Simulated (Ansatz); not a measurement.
**SiO2: properties at the relaxed cell**

The task here is to estimate one member of a computed series from the others.

Program: Ansatz 0.2.0. Level of theory: DFT r2SCAN, scalar-relativistic, plane waves, PAW. These are calculated values, not measurements.

1 further run of the same task is left out (set aside as unsound or not needed). Runs told in other sessions of the task aren't counted.

## The system as given

It takes space group P6_322 (No. 182, hexagonal). Conventional cell: a = 5.036 Å, b = 5.036 Å, c = 8.565 Å, α = 90.00°, β = 90.00°, γ = 120.00°. Si (site symmetry 3) is surrounded by 4 O at 1.60 to 1.61 Å. O (site symmetry 2) has 2 Si at 1.61 Å in its first shell of neighbours. O (site symmetry 32) has 2 Si at 1.60 Å in its first shell of neighbours.

Structure file:

```
Si O
1.0
     5.03608    0.00000    0.00000
    -2.51804    4.36137    0.00000
     0.00000    0.00000    8.56508
Si O
4 8
Direct
  0.66667 0.33333 0.93705
  0.66667 0.33333 0.56295
  0.33333 0.66667 0.06295
  0.33333 0.66667 0.43705
  0.00000 0.41331 0.00000
  0.41331 0.41331 0.50000
  0.58669 0.00000 0.50000
  0.58669 0.58669 0.00000
  0.00000 0.58669 0.50000
  0.66667 0.33333 0.75000
  0.33333 0.66667 0.25000
  0.41331 0.00000 0.00000
```

It goes back to an entry of the Materials Project, which need not be the stable form.

It is the result of an earlier relaxation at this level (volume 15.68 Å³/atom; gap on the mesh: 6.18 eV).

The first run:

Input file input.yaml:

```yaml
crystal:
  lattice:
    - [4.9852024231, 0.0, 0.0]
    - [-2.4926012115, 4.3173119414, 0.0]
    - [0.0, 0.0, 8.4785560105]
  atoms:
    - { symbol: Si, position: [0.6666666667, 0.3333333333, 0.9370460701] }
    - { symbol: Si, position: [0.6666666667, 0.3333333333, 0.5629539299] }
    - { symbol: Si, position: [0.3333333333, 0.6666666667, 0.0629539299] }
    - { symbol: Si, position: [0.3333333333, 0.6666666667, 0.4370460701] }
    - { symbol: O, position: [0.0, 0.4133082063, 0.0] }
    - { symbol: O, position: [0.4133082063, 0.4133082063, 0.5] }
    - { symbol: O, position: [0.5866917937, 0.0, 0.5] }
    - { symbol: O, position: [0.5866917937, 0.5866917937, 0.0] }
    - { symbol: O, position: [0.0, 0.5866917937, 0.5] }
    - { symbol: O, position: [0.6666666667, 0.3333333333, 0.75] }
    - { symbol: O, position: [0.3333333333, 0.6666666667, 0.25] }
    - { symbol: O, position: [0.4133082063, 0.0, 0.0] }
basis:
  ecutwfc: 500
kpoints:
  mp_grid: { grid: [6, 6, 4] }
hamiltonian:
  xc: r2scan
scf:
  occupations: { method: gaussian, width: 0.02 }
output:
  forces: true
  stress: true
  eigenvalues: true
relax:
  adjacent_minimum: "off"
  f_tol: 0.01
  max_steps: 30
  cell: { stress_tol: 0.1, fix: [volume] }
```

Started as:

```
$ ansatz run input.yaml --threads 2 --pin off --max-ram 5120MiB --backend cpu --events-out ev --progress --plain --runs-dir out
```

Among the steps run: Point at V/V0 = 0.97; The cell scaled to 1.03 of its volume; Volume × 0.94; The cell scaled to 1.06 of its volume; The cell scaled to 0.91 of its volume; The cell scaled to 1.10 of its volume; Volume × 0.88.

One table of the session follows, with a row left open; its other results are not shown here.

It belongs to the step «Fit of the equation of state». 

```
volume (Å³/atom)  energy above the lowest point (meV/atom)  pressure (GPa)  gap on the mesh (eV)
          13.796                                      30.9            6.20                  6.33
          14.266                                         ?               ?                     ?
          14.736                                       6.6            2.41                  6.26
          15.207                                       1.5            1.08                  6.22
          15.677                                       0.0            0.00                  6.18
          16.147                                       1.4           -0.99                  6.15
          16.618                                       5.4           -1.88                  6.10
          17.245                                      14.4           -3.16                  6.00
```

**Question.** Estimate the row for volume (Å³/atom) = 14.266.

Worked estimate for «energy above the lowest point (meV/atom)». A straight line through the neighbours (13.796, 30.9) and (14.736, 6.6) gives 30.9 + (6.6 − 30.9) × (14.266 − 13.796) / (14.736 − 13.796) = 18.8; a parabola fitted to 3 rows on both sides gives 16.4.

As computed: energy above the lowest point (meV/atom): 16.0; pressure (GPa): 4.07; gap on the mesh (eV): 6.29. In «energy above the lowest point (meV/atom)» the line misses by +2.8 and the parabola by +0.4.

Caveats from the session: Warnings in the runs' records: xc potential rough in thin density.
